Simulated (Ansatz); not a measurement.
Runs of Ansatz 0.2.0 on CuO. It takes space group P-6m2 (No. 187, hexagonal). The conventional cell has a = 2.836 Å, b = 2.836 Å, c = 2.768 Å, α = 90.00°, β = 90.00°, γ = 120.00°. Cu (site symmetry -6m2) is surrounded by 6 O at 2.14 Å. Around O (site symmetry -6m2) lie 6 Cu at 2.14 Å. Measurements of this composition are mostly on another form, of space group No. 15.

```csv
task,level,potentials or basis,U,cell,cutoff (eV),hubbard projectors,double counting,points for each segment of the path,gap on the mesh (eV),pressure (GPa),relaxed volume (Å³/atom)
relaxation of cell and atoms,PBE,Ansatz PAW,-,relaxed,420,-,-,-,none,0.0,(b)
relaxation of cell and atoms,r2SCAN,Ansatz PAW,-,relaxed,500,-,-,-,none,0.0,9.30
relaxation of cell and atoms,PBE+U,Ansatz PAW,Cu d U = 5.3 eV,relaxed,420,ortho-atomic (the default),fll (the default),-,none,0.0,9.92
band structure,PBE,PseudoDojo standard (PBE files),-,as given,1252,-,-,14,none,-0.8,-
relaxation of cell and atoms,PBEsol+U,Ansatz PAW,Cu d U = 5.3 eV,relaxed,420,ortho-atomic (the default),fll (the default),-,none,0.0,(c)
relaxation of cell and atoms,r2SCAN+U,Ansatz PAW,Cu d U = 5.3 eV,relaxed,500,ortho-atomic (the default),fll (the default),-,none,0.0,(a)
single point,PBE,Ansatz PAW,-,as given,500,-,-,-,none,-0.6,-
relaxation of cell and atoms,LDA,Ansatz PAW,-,relaxed,420,-,-,-,none,0.0,8.86
```

Alike in all rows: no spin polarisation; k mesh 11 × 11 × 10; smearing fermi-dirac 0.05 eV.

Question: Fill in the values left out.

Answer: (a) 9.48; (b) 9.69; (c) 9.39.

Caveats: an odd number of electrons without spin polarisation forces a metal; a magnetic or distorted state may lie lower; the run has no spin polarisation, though such a crystal can be magnetic; the plane-wave basis is chosen anew once the cell has moved, so the energies of steps on either side of that aren't comparable (some runs); semilocal functionals often make such compounds metallic where correlation or magnetic order opens a gap, which also shifts bond lengths (some runs); the PAW data sets come from PBE, with cores solved anew for the run's functional, which leaves a small shift of forces and pressure (some runs); U without spin polarisation on a metal has little footing (some runs).

A k mesh can miss the band edges.

A gap of «none» marks a metal or a gap under the smearing width.

Not every run made on this cell is shown here.
